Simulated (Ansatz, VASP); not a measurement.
**Cross-check of GaP between VASP and Ansatz**

Aim: how closely do two programs agree when they are given the same cell, functional and k mesh? The cell is taken from a series of VASP runs on this material, whose earlier steps may have relaxed, scaled or displaced it; both programs get it as it stands.

Program: Ansatz 0.2.0. Level of theory: plane waves, with VASP 6.6.1 beside it; relaxation of cell and atoms at BLYP. Results are calculated unless marked as measured.

## Step 1: The structure

Symmetry: F-43m, No. 216, cubic system. Conventional cell: a = 5.600 Å, b = 5.600 Å, c = 5.600 Å, α = 90.00°, β = 90.00°, γ = 90.00°. Nearest to Ga lie 4 P at 2.42 Å. Nearest to P lie 4 Ga at 2.42 Å. Farther neighbours are not listed.

## Step 2: Ansatz: relaxation of cell and atoms, BLYP

Ansatz runs on its default PAW (the set named soft_2) files.

The relaxed volume is the usual yardstick between codes: its relative difference is about their pressure difference at one cell divided by the bulk modulus.

input.yaml reads:

```yaml
crystal:
  lattice:
    - [0.0, 2.8000860622, 2.8000860622]
    - [2.8000860622, 0.0, 2.8000860622]
    - [2.8000860622, 2.8000860622, 0.0]
  atoms:
    - { symbol: Ga, position: [0.0, 0.0, 0.0] }
    - { symbol: P, position: [0.75, 0.75, 0.75] }
hamiltonian:
  xc: blyp
  pseudopotentials: { kind: paw }
kpoints:
  mp_grid: { grid: [8, 8, 8] }
scf:
  occupations: { method: gaussian, width: 0.03 }
relax:
  f_tol: 0.01
  max_steps: 60
  cell: { stress_tol: 0.05 }
output:
  forces: true
  stress: true
  write_density: true
  write_potential: true
  elf: true
  volumetric_format: npy
```

Launch:

```sh
$ ansatz run input.yaml --threads 4 --pin off --max-ram 9216MiB --backend cpu --events-out ev --progress --plain --runs-dir out
```

Numbers of over 12 decimals in the logs are rounded to 6 here.

Output:

```text
Engine: ansatz 0.2.0, aarch64-unknown-linux-gnu
Pseudopotentials: kind: paw
Pseudopotential: Ga, paw, valence charge 13, recommended cutoff 420 eV (normal), Ga.paw.azcp
Pseudopotential: P, paw, valence charge 5, recommended cutoff 420 eV (normal), P.paw.azcp
Functional definition: BLYP
  parameter beta = 0.0042
  parameter a = 0.04918
  parameter b = 0.132
  parameter c = 0.2533
  parameter d = 0.349
  exchange = b88_x(beta = beta)
  correlation = lyp_c(a = a, b = b, c = c, d = d)
Crystal: 2 atoms, lattice volume = 43.908 Å³
Basis set: ecut = 420 eV, 869 PW (Γ), exchange–correlation on 54×54×54 points (8 copies of the dense FFT grid, shifted against one another)
Bands: 13, of which v1, the nominal top of the filled ones, is band 9 counted from 1 (8 counted from 0)
Symmetry: 24 space group operations
Space group: F-43m (ITA 216), of the structure as read, at distance tolerance 3.5e-5 Å
k-points: 29 of 512 (time reversal used)
Non-local potential: Ga, projectors of the file, l = 0: 2, l = 1: 2, l = 2: 3, l = 3: 1
Non-local potential: P, projectors of the file, l = 0: 2, l = 1: 2, l = 2: 2
PAW form: soft (Blöchl's): semilocal exchange-correlation on the pseudo side does not see the compensation charge
PAW frozen core: Ga, regenerated for the run's functional, and the local potential with it (the file was generated under x = pbe(κ = 0.804, μ = 0.219515), c = pbe(β = 0.066725))
PAW frozen core: P, regenerated for the run's functional, and the local potential with it (the file was generated under x = pbe(κ = 0.804, μ = 0.219515), c = pbe(β = 0.066725))
PAW one-centre angular grid: Ga, 590 points (default); XC on 64 Gauss nodes
PAW one-centre angular grid: P, 110 points (default); XC on 64 Gauss nodes
Initial density: superposition of atomic densities (neutral atoms: chi_scale 0, normalization atom), corrected by the library's trained network
Initial wavefunctions: pseudopotential atomic-orbital guess
Functional: x = b88, c = lyp
SCF iter   1: F=—  HF=-4553.496528 eV  |F-HF|=—  |Δ(HF+E_count)|=         —  Δρ=5.31e-3  dr2=1.34e-2  ethr=1.77e-3  ⟨swp⟩=6.4  Hψ=2562  notcnv=0
preconditioner: auto → none  [insulator: Δε(μ)=1.037 eV  Ē_g=15.298 eV  σ=0.030 eV  W_gap=1.00  n_scr=14 (ndim 8)  ℏωp=23.8 eV  f_vac=0.023  D(μ)=0.00/eV (n_scr^D=0)  ε∞_Penn≈3.4]
SCF iter   2: F=—  HF=-4553.490827 eV  |F-HF|=—  |Δ(HF+E_count)|=   5.70e-3  Δρ=2.56e-3  dr2=1.43e-3  ethr=7.43e-5  ⟨swp⟩=2.6  Hψ=829  notcnv=0
SCF iter   3: F=—  HF=-4553.490411 eV  |F-HF|=—  |Δ(HF+E_count)|=   4.16e-4  Δρ=6.08e-4  dr2=1.14e-4  ethr=7.94e-6  ⟨swp⟩=2.1  Hψ=578  notcnv=0
SCF iter   4: F=—  HF=-4553.490390 eV  |F-HF|=—  |Δ(HF+E_count)|=   2.14e-5  Δρ=2.11e-4  dr2=1.07e-5  ethr=6.35e-7  ⟨swp⟩=2.0  Hψ=644  notcnv=0
SCF iter   5: F=—  HF=-4553.490394 eV  |F-HF|=—  |Δ(HF+E_count)|=   3.99e-6  Δρ=5.10e-5  dr2=1.14e-6  ethr=5.94e-8  ⟨swp⟩=2.0  Hψ=652  notcnv=0
SCF iter   6: F=-4553.490394 eV  HF=-4553.490393 eV  |F-HF|=5.21e-8  |Δ(HF+E_count)|=   9.12e-8  Δρ=1.84e-5  dr2=6.86e-8  ethr=5.56e-10  ⟨swp⟩=9.4  Hψ=3085  notcnv=0
SCF 1 converged in 6 iterations: F = -4553.490394 eV  dr2 = 6.86e-8
  greatest PAW one-centre occupation: 0.995 electrons in one spin orbital (limit 2), on the Ga atom at site 0 (counted from 0), in its partial waves of l = 2
relax step   1: F+E_penalty+E_count = -4553.49039351 eV  Δ(F+E_penalty+E_count) = +0.000e0 eV  max|allowed force component| = 2.591e-16 eV/Å  Δτ_max = 0.0000 Å  P = -0.075 GPa  Ω = 43.908 Å³  (6 SCF iters, dr2 threshold 1.00e-7 eV, accepted)
[...]
relax step   2: F+E_penalty+E_count = -4553.49041115 eV  Δ(F+E_penalty+E_count) = -1.764e-5 eV  max|allowed force component| = 4.279e-17 eV/Å  Δτ_max = 0.0000 Å  P = -0.023 GPa  Ω = 43.873 Å³  energy of the carried Pulay correction = +6.733e-6 eV  (4 SCF iters, dr2 threshold 1.42e-8 eV, accepted)
[...]
relax step   3: F+E_penalty+E_count = -4553.49039526 eV  Δ(F+E_penalty+E_count) = +1.589e-5 eV  max|allowed force component| = 6.476e-17 eV/Å  Δτ_max = 0.0000 Å  P = -0.023 GPa  Ω = 43.873 Å³  stress off target by 2.28e-2 GPa  SCF on the basis re-selected at this cell (its energy is not comparable with the rows above)  (5 SCF iters)
basis re-selected at this cell: Δ(F+E_penalty+E_count) = +1.589e-5 eV, ΔP = +0.000 GPa vs the last step (what re-selecting the basis moved, of the pressure what is left beyond the Pulay correction that the steps carried, after the strain that the cell walked since its last selection, with what the two solves' SCF thresholds leave and, on support functions, any second-order correction that the steps lacked; it is no m [...]
SCF converged after 5 iterations
Free energy (F): -4553.490395 eV
Harris-Foulkes:  -4553.490395 eV  (|F-HF|=1.46e-11)
Internal energy: -4553.490395 eV  (E = F + TS)
E sigma→0 (E₀):  -4553.490395 eV
Fermi energy:    7.025985 eV
--- Per-component energies (eV) ---
  E_band       = -66.612365
  E_kinetic    = 185.261675
  E_local      = -2253.196463  (includes V_loc(G=0)·N_el)
  E_nonlocal   = 455.493463
  E_hartree    = 1039.737642
  E_xc         = -127.812907
  E_vxc        = -114.440980  (∫ρ·V_xc dr)
  E_paw        = -2575.099387  (= ΣΔE_a)
  E_vpaw       = -419.205380  (= ΣTr[D̂ρ^β])
  E_aug_tail   = -0.000124  (compensation charges beyond the density's cutoff)
  E_ewald      = -1277.906841
  E_core_change = 0.032547  (= ΣΔE_core)
  E_smearing   = -0.000000  (= −TS)
  E_closure    = 0.000000  (closes the sum)
  Σ components = -4553.490395   (vs F -4553.490395, Δ=0.00e0)
--- Forces (eV/Å), atoms counted from 1 ---
  atom   1  Ga    -0.00000000     0.00000000     0.00000000
  atom   2  P     -0.00000000    -0.00000000    -0.00000000
  max |Σ_I F_I| component: 5.55e-17 eV/Å
--- Stress (GPa, compression-positive) ---
       -0.022794      -0.000000      -0.000000
       -0.000000      -0.022794       0.000000
       -0.000000       0.000000      -0.022794
  P = ⅓ Tr σ = -0.0228 GPa (-0.228 kbar)
--- Band table (eV; the first three rows and the last of 29) ---
  k-point 0: bands = [... 5 lower, -5.4007, 6.5072, 6.5072, 6.5072, 7.5439, 10.4396, 10.4396, 10.4396]
  k-point 1: bands = [... 5 lower, -5.2212, 4.8518, 6.3086, 6.3086, 8.4223, 10.7501, 10.7501, 10.8519]
  k-point 2: bands = [... 5 lower, -4.7142, 2.7860, 5.9248, 5.9248, 8.3408, 11.2358, 11.2358, 12.4696]
  k-point 28: bands = [... 5 lower, -2.7652, 0.2528, 3.3694, 3.5257, 10.9637, 11.3201, 12.3947, 12.7935]
--- Relaxed structure (2 steps of the walk, 2 accepted, 1 SCFs on fresh bases) ---
  F+E_penalty+E_count = -4553.49039526 eV   max|allowed force component| = 6.476e-17 eV/Å   (the final SCF, on the basis selected at the relaxed cell)
  cell:  # Å, volume = 43.8726 Å³
    - [0, 2.799332, 2.799332]
    - [2.799332, 0, 2.799332]
    - [2.799332, 2.799332, 0]
  atoms:
    - { symbol: Ga, position: [0, 0, 0] }
    - { symbol: P, position: [0.75, 0.75, 0.75] }
```

Wall time 2.8 s (4 threads of Arm Neoverse V1, shared host); peak memory 0.34 GiB.

## Step 3: VASP: relaxation of cell and atoms, BLYP

The same cell, functional (in two slightly different forms), mesh and smearing now go to VASP, with its own data sets and cutoff.

Lines of VASP's logs that name or quote its potential files are left out, and so is its time.

INCAR reads:

```
SYSTEM = GaP
PREC = Accurate
ENCUT = 450
EDIFF = 1E-06
NELM = 100
ISMEAR = 0
SIGMA = 0.03
LREAL = .FALSE.
ALGO = Normal
GGA = B5
ALDAX = 1
AGGAX = 1
AGGAC = 1
ALDAC = 0
NBANDS = 15
LORBIT = 11
LWAVE = .FALSE.
LCHARG = .FALSE.
KPAR = 4
IBRION = 2
NSW = 50
ISIF = 3
EDIFFG = -0.004
```

POSCAR reads:

```
GaP
1.0
    0.0000000000      2.8000860622      2.8000860622
    2.8000860622      0.0000000000      2.8000860622
    2.8000860622      2.8000860622      0.0000000000
Ga P
1 1
Direct
    0.0000000000      0.0000000000      0.0000000000
    0.7500000000      0.7500000000      0.7500000000
```

KPOINTS reads:

```
Automatic mesh
0
Gamma
8 8 8
0 0 0
```

Potentials, in the order of the species: Ga_d and P (PBE family, release 64).

Launch:

```sh
$ mpirun -np 4 vasp_std
```

Output:

```text
[banner, memory and clock lines left out]
running    4 mpi-ranks, on    1 nodes
 distrk:  each k-point on    1 cores,    4 groups
 distr:  one band on    1 cores,    1 groups

 POSCAR found type information on POSCAR GaP
 POSCAR found :  2 types and       2 ions
|                                                                             |
|               ----> ADVICE to this user running VASP <----                  |
|                                                                             |
|     You enforced a specific xc type in the INCAR file but a different       |
|     [... a line on the potential file left out ...]
|     I HOPE YOU KNOW WHAT YOU ARE DOING!                                     |
|                                                                             |

 LDA part: xc-table for (Slater(with rela. corr.)+VWN5), standard interpolation
 POSCAR, INCAR and KPOINTS ok, starting setup
 FFT: planning ... GRIDC
 FFT: planning ... GRID_SOFT
 FFT: planning ... GRID
 WAVECAR not read
 entering main loop
       N       E                     dE             d eps       ncg     rms          rms(c)
DAV:   1     0.747443824138E+02    0.74744E+02   -0.85689E+03   894   0.159E+03
DAV:   2    -0.229519284876E+01   -0.77040E+02   -0.73595E+02   975   0.282E+02
DAV:   3    -0.802515640754E+01   -0.57300E+01   -0.57090E+01  1108   0.651E+01
DAV:   4    -0.812110867815E+01   -0.95952E-01   -0.95925E-01  1071   0.921E+00
DAV:   5    -0.812339433705E+01   -0.22857E-02   -0.22855E-02  1153   0.119E+00    0.335E+00
DAV:   6    -0.782949280398E+01    0.29390E+00   -0.55829E-01  1304   0.112E+01    0.209E+00
DAV:   7    -0.781018681168E+01    0.19306E-01   -0.10409E-01  1080   0.194E+00    0.104E+00
DAV:   8    -0.781010262465E+01    0.84187E-04   -0.13250E-02  1066   0.150E+00    0.110E-01
DAV:   9    -0.781014482965E+01   -0.42205E-04   -0.15312E-03  1090   0.696E-01    0.559E-02
DAV:  10    -0.781018613623E+01   -0.41307E-04   -0.10671E-04  1129   0.921E-02    0.330E-02
DAV:  11    -0.781021595019E+01   -0.29814E-04   -0.27810E-05   983   0.521E-02    0.351E-03
DAV:  12    -0.781021586447E+01    0.85720E-07   -0.14086E-06   927   0.150E-02
   1 F= -.78102159E+01 E0= -.78102159E+01  d E =-.781022E+01
[...]
2 F= -.78102201E+01 E0= -.78102201E+01  d E =-.420765E-05
[...]
3 F= -.78102199E+01 E0= -.78102199E+01  d E =-.408273E-05
 curvature:  -0.15 expect dE=-0.254E-05 dE for cont linesearch -0.254E-05
 ZBRENT: interpolating
 opt :   0.9170  next Energy=    -7.810220 (dE=-0.451E-05)
 bond charge predicted
       N       E                     dE             d eps       ncg     rms          rms(c)
DAV:   1    -0.781022098650E+01   -0.35332E-06   -0.13627E-05  1087   0.651E-02    0.589E-03
DAV:   2    -0.781022024266E+01    0.74383E-06   -0.15112E-06   493   0.263E-02
   4 F= -.78102202E+01 E0= -.78102202E+01  d E =-.437820E-05
 curvature:  -0.02 expect dE=-0.634E-07 dE for cont linesearch -0.634E-07
 trial: gam=-0.19933 g(F)=  0.376E-45 g(S)=  0.353E-05 ort = 0.486E-05 (trialstep = 0.983E+00)
 search vector abs. value=  0.185E-05
 reached required accuracy - stopping structural energy minimisation
```

From OUTCAR (step 3):

```text
ion  position               nearest neighbor table
   1  0.000  0.000  0.000-   2 2.42   2 2.42   2 2.42   2 2.42
   2  0.750  0.750  0.750-   1 2.42   1 2.42   1 2.42   1 2.42

  LATTYP: Found a face centered cubic cell.
 ALAT       =     5.6001721244

 Subroutine GETGRP returns: Found 24 space group operations
 (whereof 24 operations were pure point group operations)

The static configuration has the point symmetry T_d .

 Found     29 irreducible k-points:

   k-points           NKPTS =     29   k-points in BZ     NKDIM =     29   number of bands    NBANDS=     15

   dimension x,y,z NGX =    28 NGY =   28 NGZ =   28
   dimension x,y,z NGXF=    56 NGYF=   56 NGZF=   56

   ENCUT  =  450.0 eV  33.07 Ry    5.75 a.u.   6.85  6.85  6.85*2*pi/ulx,y,z

   NELECT =      18.0000    total number of electrons

 k-points in reciprocal lattice and weights: Automatic mesh
   0.00000000  0.00000000  0.00000000       0.002
   0.12500000  0.00000000  0.00000000       0.016
   0.25000000  0.00000000  0.00000000       0.016
   0.37500000  0.00000000  0.00000000       0.016
   0.50000000  0.00000000  0.00000000       0.008
   0.12500000  0.12500000  0.00000000       0.012
   0.25000000  0.12500000  0.00000000       0.047
   0.37500000  0.12500000  0.00000000       0.047
   0.50000000  0.12500000  0.00000000       0.047
[...]
-0.37500000  0.50000000  0.12500000       0.023
  -0.25000000  0.50000000  0.25000000       0.012

 average (electrostatic) potential at core
       1 -65.7661       2 -83.9844

 E-fermi :   4.4271

 k-point     1 :       0.0000    0.0000    0.0000
  band No.  band energies     occupation
    ...
      5     -10.1733      2.00000
      6      -7.6330      2.00000
      7       4.2611      2.00000
      8       4.2611      2.00000
      9       4.2611      2.00000
     10       5.3038      0.00000
     11       8.2018      0.00000
     12       8.2018      0.00000
     13       8.2018      0.00000
     14      12.9327      0.00000
    ...

 k-point     2 :       0.1250    0.0000    0.0000
  band No.  band energies     occupation
    ...
      5     -10.1733      2.00000
      6      -7.4534      2.00000
      7       2.6097      2.00000
      8       4.0625      2.00000
      9       4.0625      2.00000
     10       6.1799      0.00000
     11       8.5128      0.00000
     12       8.5128      0.00000
     13       8.6129      0.00000
     14      13.5165      0.00000
    ...

 k-point     3 :       0.2500    0.0000    0.0000
  band No.  band energies     occupation
    ...
      5     -10.1722      2.00000
      6      -6.9462      2.00000
      7       0.5460      2.00000
      8       3.6788      2.00000
      9       3.6788      2.00000
     10       6.1009      0.00000
     11       8.9997      0.00000
     12       8.9997      0.00000
     13      10.2262      0.00000
     14      13.3279      0.00000
    ...

  Total        0.0069815      0.0069815      0.0069815      0.0000000     -0.0000000      0.0000000
  in kB        0.2545888      0.2545888      0.2545888      0.0000000     -0.0000000      0.0000000
  external PRESSURE =       0.2545888 kB  Pullay stress =       0.0000000 kB

  energy-cutoff  :      450.00
  volume of cell :       43.94
      direct lattice vectors                 reciprocal lattice vectors
    -0.000000000  2.800682427  2.800682427    -0.178527917  0.178527917  0.178527917
     2.800682427  0.000000000  2.800682427     0.178527917 -0.178527917  0.178527917
     2.800682427  2.800682427 -0.000000000     0.178527917  0.178527917 -0.178527917

 POSITION                                       TOTAL-FORCE (eV/Angst)
 -----------------------------------------------------------------------------------
      5.60136      2.80068      2.80068        -0.000000     -0.000000     -0.000000
      4.20102      4.20102      4.20102         0.000000      0.000000      0.000000
 -----------------------------------------------------------------------------------
    total drift:                               -0.000001     -0.000001     -0.000001

  FREE ENERGIE OF THE ION-ELECTRON SYSTEM (eV)
  ---------------------------------------------------
  free  energy   TOTEN  =        -7.8102202427 eV

  energy  without entropy=       -7.8102202427  energy(sigma->0) =       -7.81022024

 reached required accuracy - stopping structural energy minimisation

 total charge
# of ion       s       p       d       tot
------------------------------------------
    1        0.871   0.761   9.998  11.629
    2        1.032   1.488   0.000   2.520
--------------------------------------------------
tot          1.903   2.249   9.998  14.149

[... 3 further parts left out ...]
```

The run keeps the 24 symmetry operations of its start, so it cannot find a distortion of lower symmetry.

## Step 4: Side by side

Known differences besides the potentials themselves: both relaxations stop at a tolerance, which leaves soft axes loose, and VASP keeps its plane-wave basis; the cutoff is 420 eV in Ansatz and 450 eV in VASP; Ansatz makes its cores anew for this functional, VASP keeps those of its PBE data sets; VASP leaves aspherical gradient terms in its spheres out (LASPH is not set), Ansatz keeps them; VASP's log shows a relativistic correction to its local exchange, Ansatz's none; Ansatz adds a Pulay correction to the stress that steers its cell, VASP none. Total energies have different zeros and are not compared.

The two programs side by side:

```
                                         quantity  Ansatz   VASP  difference
                                      volume (Å³)   43.87  43.94     -0.14 %
edge a after relaxation, in the typed setting (Å)   3.959  3.961     -0.05 %
```

The walks stopped with -0.02 GPa left in Ansatz and 0.03 GPa in VASP; each walk ends within a tolerance, so the volume difference is uncertain by about these residues over the bulk modulus, most in soft cells.

## Step 5: Results

| Property | Result |
| --- | --- |
| difference in volume (relaxation of cell and atoms, BLYP) | -0.14 % |

The difference in volume is -0.14 % (relaxation of cell and atoms, BLYP), within the 1.2 % picked in this series as the mark of a large difference, as far as the stopping tolerances let one tell. Such differences can come from data sets, numerical settings and the points named under the comparisons, not from the functional's error against experiment.

[Lines on the potential files, build, host, timing and source positions are cut from VASP's logs without a mark.]

[Logs are printed without paths, hosts, clocks, repeated set-up lines and the standing remarks that a program may print on its own settings, such as how far it seeks lower states.]

[Hosts, paths, dates, database ids (printed as entryN), source tags and the programs' standing remarks are cut or masked in the printed files.]
